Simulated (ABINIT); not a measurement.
# AlCo (Pm-3m) in ABINIT: reference runs

Aim: a first look at AlCo with PBEsol, on the cell as given and on a disturbed one.

Everything below comes from runs of ABINIT 10.8.3 (patched build). Logs are shortened: lines on timing, memory, paths and dates and some standing lists are left out, and cuts for length are marked. The log counts tension as positive stress, the text compression.

### 1 Starting point

It takes space group Pm-3m (No. 221, cubic). The conventional cell has a = 2.819 Å, b = 2.819 Å, c = 2.819 Å, α = 90.00°, β = 90.00°, γ = 90.00°. Co (site symmetry m-3m) is surrounded by 8 Al at 2.44 Å. Around Al (site symmetry m-3m) lie 8 Co at 2.44 Å.

The cell is a database's computed one.

### 2 Single point, PBEsol, collinear spin, ferromagnetic start (atoms moved at random, drawn with an rms of 0.05 Å)

run.abi reads:

```
# Pseudopotentials
pp_dirpath "./"
pseudos "Co.upf, Al.upf"

# Structure
acell 3*1.0 Angstrom
rprim
     2.8194032100     0.0000000000     0.0000000000
     0.0000000000     2.8194032100     0.0000000000
     0.0000000000     0.0000000000     2.8194032100
ntypat 2
znucl 27 13
natom 2
typat 1 2
xred
     0.5188250000     0.4935050000     0.4987670000
    -0.0089450000    -0.0064180000    -0.0021340000
chkprim 0
chksymtnons 0
tolsym 1.0e-6

# Plane-wave basis
ecut 1306.146540 eV

# k points
kptopt 1
ngkpt 9 9 9
nshiftk 1
shiftk 0.0 0.0 0.0

# Exchange and correlation
ixc -116133

# Bands and occupations
nband 15
occopt 3
tsmear 0.05 eV

# Spin
nsppol 2
spinat
     0.0000000000     0.0000000000     2.0000000000
     0.0000000000     0.0000000000     0.0000000000

# SCF cycle
nstep 100
tolvrs 1.0e-10

# Output
iomode 3
prtwf 0
prtden 0
prteig 0
prtebands 0
enunit 2
```

Potentials or basis: PseudoDojo NC SR PBEsol v0.4.1 standard.

Command:

```bash
mpirun --bind-to none -np 4 abinit run.abi > log 2>&1
```

run.abo:

```text
.Version 10.8.3 of ABINIT
 Symmetries : space group P1 (#  1); Bravais aP (primitive triclinic)
================================================================================
 Values of the parameters that define the memory need of the present run
     intxc =       0    ionmov =       0      iscf =       7    lmnmax =       6
     lnmax =       6     mgfft =      36  mpssoang =       3    mqgrid =    3001
     natom =       2  nloc_mem =       1    nspden =       2   nspinor =       1
    nsppol =       2      nsym =       1    n1xccc =    2501    ntypat =       2
    occopt =       3   xclevel =       2
       mpw =        2429          nfft =       46656          nkpt =         365
================================================================================
================================================================================

--------------------------------------------------------------------------------
------------- Echo of variables that govern the present computation ------------
--------------------------------------------------------------------------------
 -outvars: echo values of preprocessed input variables --------
            acell      1.8897261259E+00  1.8897261259E+00  1.8897261259E+00 Bohr
              amu      5.89332000E+01  2.69815390E+01
          chkprim           0
      chksymtnons           0
             ecut      4.80000000E+01 Hartree
           enunit           2
                       outvar_i_n : Printing only first  50 k-points.
              ixc     -116133
                       outvar_i_n : Printing only first  50 k-points.
         kptrlatt        9    0    0      0    9    0      0    0    9
          kptrlen      4.79510991E+01
            natom           2
            nband          15
            ngfft          36      36      36
             nkpt         365
           nspden           2
           nsppol           2
            nstep         100
             nsym           1
           ntypat           2
                       prtocc : prtvol=0, do not print more k-points.
                       1.000000  1.000000  1.000000  1.000000  1.000000  1.000000
                       1.000000  1.000000  1.000000  1.000000  0.000000  0.000000
                       0.000000  0.000000  0.000000
                       1.000000  1.000000  1.000000  1.000000  1.000000  1.000000
                       1.000000  1.000000  1.000000  1.000000  0.000000  0.000000
                       0.000000  0.000000  0.000000
                       1.000000  1.000000  1.000000  1.000000  1.000000  1.000000
                       1.000000  1.000000  1.000000  1.000000  0.000000  0.000000
                       0.000000  0.000000  0.000000
                       1.000000  1.000000  1.000000  1.000000  1.000000  1.000000
                       1.000000  1.000000  1.000000  1.000000  0.000000  0.000000
                       0.000000  0.000000  0.000000
                       1.000000  1.000000  1.000000  1.000000  1.000000  1.000000
                       1.000000  1.000000  1.000000  1.000000  0.000000  0.000000
                       0.000000  0.000000  0.000000
                       1.000000  1.000000  1.000000  1.000000  1.000000  1.000000
                       1.000000  1.000000  1.000000  1.000000  0.000000  0.000000
[... 118 lines left out ...]
                       1.000000  1.000000  1.000000  1.000000  1.000000  1.000000
                       1.000000  1.000000  1.000000  1.000000  0.000000  0.000000
                       0.000000  0.000000  0.000000
                       1.000000  1.000000  1.000000  1.000000  1.000000  1.000000
                       1.000000  1.000000  1.000000  1.000000  0.000000  0.000000
                       0.000000  0.000000  0.000000
                       1.000000  1.000000  1.000000  1.000000  1.000000  1.000000
                       1.000000  1.000000  1.000000  1.000000  0.000000  0.000000
                       0.000000  0.000000  0.000000
                       1.000000  1.000000  1.000000  1.000000  1.000000  1.000000
                       1.000000  1.000000  1.000000  1.000000  0.000000  0.000000
                       0.000000  0.000000  0.000000
                       1.000000  1.000000  1.000000  1.000000  1.000000  1.000000
                       1.000000  1.000000  1.000000  1.000000  0.000000  0.000000
                       0.000000  0.000000  0.000000
                       prtocc : prtvol=0, do not print more k-points.
           occopt           3
           prtden           0
        prtebands           0
           prteig           0
            prtwf           0
            rprim      2.8194032100E+00  0.0000000000E+00  0.0000000000E+00
                       0.0000000000E+00  2.8194032100E+00  0.0000000000E+00
                       0.0000000000E+00  0.0000000000E+00  2.8194032100E+00
          spgroup           1
           spinat      0.0000000000E+00  0.0000000000E+00  2.0000000000E+00
                       0.0000000000E+00  0.0000000000E+00  0.0000000000E+00
           tolsym      1.00000000E-06
           tolvrs      1.00000000E-10
           tsmear      1.83746611E-03 Hartree
            typat      1  2
                       outvars : Printing only first  50 k-points.
           xangst      1.4627768704E+00  1.3913895812E+00  1.4062252808E+00
                      -2.5219561713E-02 -1.8094929802E-02 -6.0166064501E-03
            xcart      2.7642476684E+00  2.6293452428E+00  2.6573806521E+00
                      -4.7658064654E-02 -3.4194461593E-02 -1.1369738398E-02
             xred      5.1882500000E-01  4.9350500000E-01  4.9876700000E-01
                      -8.9450000000E-03 -6.4180000000E-03 -2.1340000000E-03
            znucl       27.00000   13.00000

================================================================================

 chkinp: Checking input parameters for consistency.

[... 59 lines left out ...]
 At SCF step   16       vres2   =  2.70E-11 < tolvrs=  1.00E-10 =>converged.

 Cartesian components of stress tensor (hartree/bohr^3)
  sigma(1 1)= -3.10875146E-05  sigma(3 2)=  3.35873609E-09
  sigma(2 2)= -4.42937431E-05  sigma(3 1)= -1.24136901E-06
  sigma(3 3)= -4.42791513E-05  sigma(2 1)=  1.05968796E-07

--- !ResultsGS
iteration_state: {dtset: 1, }
comment   : Summary of ground state results
lattice_vectors:
- [  5.3278999,   0.0000000,   0.0000000, ]
- [  0.0000000,   5.3278999,   0.0000000, ]
- [  0.0000000,   0.0000000,   5.3278999, ]
lattice_lengths: [   5.32790,    5.32790,    5.32790, ]
lattice_angles: [ 90.000,  90.000,  90.000, ] # degrees, (23, 13, 12)
lattice_volume:   1.5124052E+02
convergence: {deltae: -1.620E-12, res2:  2.701E-11, residm:  2.613E-04, diffor: null, }
etotal    :  -1.55193171E+02
entropy   :   0.00000000E+00
fermie    :   4.26582404E-01
cartesian_stress_tensor: # hartree/bohr^3
- [ -3.10875146E-05,   1.05968796E-07,  -1.24136901E-06, ]
- [  1.05968796E-07,  -4.42937431E-05,   3.35873609E-09, ]
- [ -1.24136901E-06,   3.35873609E-09,  -4.42791513E-05, ]
pressure_GPa:   1.1735E+00
xred      :
- [  5.1882E-01,   4.9351E-01,   4.9877E-01, Co]
- [ -8.9450E-03,  -6.4180E-03,  -2.1340E-03, Al]
cartesian_forces: # hartree/bohr
- [ -1.22087404E-02,   3.45011746E-05,  -4.03924919E-04, ]
- [  1.22087404E-02,  -3.45011746E-05,   4.03924919E-04, ]
force_length_stats: {min:   1.22154692E-02, max:   1.22154692E-02, mean:   1.22154692E-02, }
...

 Integrated electronic and magnetization densities in atomic spheres:
 ------------------------------------------------------------------------------------------------------------
 Radius=ratsph(iatom), smearing ratsm=  0.0000. Diff(up-dn)=approximate z local magnetic moment.
    Atom    Radius    up_density   dn_density  Total(up+dn)  Diff(up-dn)
    1 Co   2.00000     7.700426     7.700426     15.400852     0.000000
    2 Al   2.00000     0.519410     0.519410      1.038820    -0.000000
 ------------------------------------------------------------------------------------------------------------
  Sum:                 8.219836     8.219836     16.439672     0.000000
 Total magnetization (from the atomic spheres):                0.000000
 Total magnetization (exact up - dn):                          0.000000

================================================================================

 ----iterations are completed or convergence reached----

 Mean square residual over all n,k,spin=   33.412E-08; max=  26.127E-05
 reduced coordinates (array xred) for    2 atoms
       0.518825000000      0.493505000000      0.498767000000
      -0.008945000000     -0.006418000000     -0.002134000000
 rms dE/dt=  3.7576E-02; max dE/dt=  6.5047E-02; dE/dt below (all hartree)
    1       0.065047115227     -0.000183724874      0.002152132349
    2      -0.065046777958      0.000183912736     -0.002152010731

 cartesian coordinates (angstrom) at end:
    1      1.46277687042825     1.39138958115105     1.40622528084207
    2     -0.02521956171345    -0.01809492980178    -0.00601660645014

 cartesian forces (hartree/bohr) at end:
    1     -0.01220874035683     0.00003450117461    -0.00040392491938
    2      0.01220874035683    -0.00003450117461     0.00040392491938
 frms,max,avg= 7.0526044E-03 1.2208740E-02  -3.165E-08 -1.763E-08 -1.141E-08 h/b

 cartesian forces (eV/Angstrom) at end:
    1     -0.62779867085572     0.00177412173007    -0.02077065447392
    2      0.62779867085572    -0.00177412173007     0.02077065447392
 frms,max,avg= 3.6265950E-01 6.2779867E-01  -1.628E-06 -9.066E-07 -5.869E-07 e/A
 length scales=  1.889726125908  1.889726125908  1.889726125908 bohr
              =  1.000000000000  1.000000000000  1.000000000000 angstroms
 Fermi (or HOMO) energy (hartree) =   0.42658   Average Vxc (hartree)=  -0.46605
 Magnetization (Bohr magneton)=  2.08240197E-07
 Total spin up =  1.00000001E+01   Total spin down =  9.99999990E+00
 Eigenvalues (hartree) for nkpt= 365  k points, SPIN UP:
 kpt#   1, nband= 15, wtk=  0.00137, kpt=  0.0000  0.0000  0.0000 (reduced coord)
  -3.04597   -1.70156   -1.70156   -1.70142    0.01204    0.31146    0.31178    0.39694
   0.39723    0.39723    0.65184    0.65191    0.65192    0.75481    0.75511
      occupation numbers for kpt#   1
   1.00000    1.00000    1.00000    1.00000    1.00000    1.00000    1.00000    1.00000
   1.00000    1.00000    0.00000    0.00000    0.00000    0.00000    0.00000
 prteigrs : prtvol=0 or 1, do not print more k-points.

 Eigenvalues (hartree) for nkpt= 365  k points, SPIN DOWN:
 kpt#   1, nband= 15, wtk=  0.00137, kpt=  0.0000  0.0000  0.0000 (reduced coord)
  -3.04597   -1.70156   -1.70156   -1.70142    0.01204    0.31146    0.31178    0.39694
   0.39723    0.39723    0.65184    0.65191    0.65192    0.75481    0.75511
      occupation numbers for kpt#   1
   1.00000    1.00000    1.00000    1.00000    1.00000    1.00000    1.00000    1.00000
   1.00000    1.00000    0.00000    0.00000    0.00000    0.00000    0.00000
 prteigrs : prtvol=0 or 1, do not print more k-points.

 Fermi (or HOMO) energy (eV) =  11.60790   Average Vxc (eV)= -12.68200
 Eigenvalues (   eV  ) for nkpt= 365  k points, SPIN UP:
 kpt#   1, nband= 15, wtk=  0.00137, kpt=  0.0000  0.0000  0.0000 (reduced coord)
 -82.88496  -46.30189  -46.30189  -46.29794    0.32759    8.47535    8.48388   10.80139
  10.80929   10.80929   17.73742   17.73930   17.73962   20.53942   20.54746
 prteigrs : prtvol=0 or 1, do not print more k-points.

 Eigenvalues (   eV  ) for nkpt= 365  k points, SPIN DOWN:
 kpt#   1, nband= 15, wtk=  0.00137, kpt=  0.0000  0.0000  0.0000 (reduced coord)
 -82.88496  -46.30189  -46.30189  -46.29794    0.32759    8.47535    8.48388   10.80139
  10.80929   10.80929   17.73742   17.73930   17.73962   20.53942   20.54746
 prteigrs : prtvol=0 or 1, do not print more k-points.

--- !EnergyTerms
iteration_state     : {dtset: 1, }
comment             : Components of total free energy in Hartree
kinetic             :  6.87782594398113E+01
hartree             :  5.14053002350467E+01
xc                  : -2.90082272605101E+01
Ewald energy        : -8.70087267780811E+01
psp_core            :  2.57579460923417E+00
local_psp           : -1.43418923990564E+02
non_local_psp       : -1.85164880514529E+01
internal            : -1.55193011796516E+02
'-kT*entropy'       : -1.59412108200685E-04
total_energy        : -1.55193171208624E+02
total_energy_eV     : -4.22302132449652E+03
band_energy         : -1.25346937225753E+01
...

 Cartesian components of stress tensor (hartree/bohr^3)
  sigma(1 1)= -3.10875146E-05  sigma(3 2)=  3.35873609E-09
  sigma(2 2)= -4.42937431E-05  sigma(3 1)= -1.24136901E-06
  sigma(3 3)= -4.42791513E-05  sigma(2 1)=  1.05968796E-07

-Cartesian components of stress tensor (GPa)         [Pressure=  1.1735E+00 GPa]
- sigma(1 1)= -9.14626257E-01  sigma(3 2)=  9.88174275E-05
- sigma(2 2)= -1.30316691E+00  sigma(3 1)= -3.65223371E-02
- sigma(3 3)= -1.30273761E+00  sigma(2 1)=  3.11770961E-03

== END DATASET(S) ==============================================================
================================================================================

 -outvars: echo values of variables after computation  --------
            acell      1.8897261259E+00  1.8897261259E+00  1.8897261259E+00 Bohr
           etotal     -1.5519317121E+02
            fcart     -1.2208740357E-02  3.4501174611E-05 -4.0392491938E-04
                       1.2208740357E-02 -3.4501174611E-05  4.0392491938E-04
            rprim      2.8194032100E+00  0.0000000000E+00  0.0000000000E+00
                       0.0000000000E+00  2.8194032100E+00  0.0000000000E+00
                       0.0000000000E+00  0.0000000000E+00  2.8194032100E+00
           strten     -3.1087514596E-05 -4.4293743090E-05 -4.4279151337E-05
                       3.3587360924E-09 -1.2413690055E-06  1.0596879592E-07
           xangst      1.4627768704E+00  1.3913895812E+00  1.4062252808E+00
                      -2.5219561713E-02 -1.8094929802E-02 -6.0166064501E-03
             xred      5.1882500000E-01  4.9350500000E-01  4.9876700000E-01
                      -8.9450000000E-03 -6.4180000000E-03 -2.1340000000E-03
 Calculation completed.
```

Wall time 4.8 min (4 MPI ranks of Arm Neoverse V1, shared host); peak memory 0.72 GiB.

What came out:

```
Free energy                                           : -4223.0213 eV
Pressure                                              : 1.2 GPa
Largest force                                         : 0.628 eV/Å
Band gap on the k mesh                                : none (metal or under the smearing width)
Net moment                                            : 0.00 μB per cell
Valence electrons inside the program's atomic spheres : Co 15.40; Al 1.04
```

Forces on the atoms (eV/Å):
```
Co  -0.628  0.002 -0.021
Al   0.628 -0.002  0.021
```

Caveat: the starting moments collapsed, and a magnetic state may lie lower.

### 3 Single point, PBEsol, collinear spin, ferromagnetic start

run.abi reads:

```
# Pseudopotentials
pp_dirpath "./"
pseudos "Co.upf, Al.upf"

# Structure
acell 3*1.0
rprim
     5.3278999018     0.0000000000     0.0000000000
     0.0000000000     5.3278999018     0.0000000000
     0.0000000000     0.0000000000     5.3278999018
ntypat 2
znucl 27 13
natom 2
typat 1 2
xred
     0.5000000000     0.5000000000     0.5000000000
     0.0000000000     0.0000000000     0.0000000000

# Plane-wave basis
ecut 48.0

# k points
kptopt 1
ngkpt 9 9 9
nshiftk 1
shiftk 0.0 0.0 0.0

# Exchange and correlation
ixc -116133

# Bands and occupations
nband 15
occopt 3
tsmear 0.05 eV

# Spin
nsppol 2
spinat
     0.0000000000     0.0000000000     2.0000000000
     0.0000000000     0.0000000000     0.0000000000

# SCF cycle
nstep 100
tolvrs 1.0e-10

# Output
iomode 3
prtwf 0
prteig 0
prtebands 0
prtden 1
prtvha 1
prtvclmb 1
prtpot 1
```

Potentials or basis: PseudoDojo NC SR PBEsol v0.4.1 standard.

Command:

```bash
abinit run.abi > log 2>&1
```

It took 98 s on 1 thread of Arm Neoverse V1, shared host; peak memory 0.11 GiB.

The run converged. Its results:

```
Free energy                                           : -4223.0459 eV
Pressure                                              : 0.7 GPa
Band gap on the k mesh                                : none (metal or under the smearing width)
Net moment                                            : 0.00 μB per cell
Valence electrons inside the program's atomic spheres : Co 15.41; Al 1.04
```

Levels at points of the mesh, in eV from the Fermi level:
Spin up:
```csv
k point,band 6,band 7,band 8,band 9,band 10,band 11,band 12,band 13,band 14,band 15
"(0.00, 0.00, 0.00)",-3.12,-3.12,-0.80,-0.80,-0.80,6.13,6.13,6.13,8.92,8.92
```
Spin down:
```tsv
k point	band 7	band 8	band 9	band 10	band 11	band 12	band 13	band 14
(0.00, 0.00, 0.00)	-3.12	-0.80	-0.80	-0.80	6.13	6.13	6.13	8.92
```

Caveat: the starting moments collapsed, and a magnetic state may lie lower.
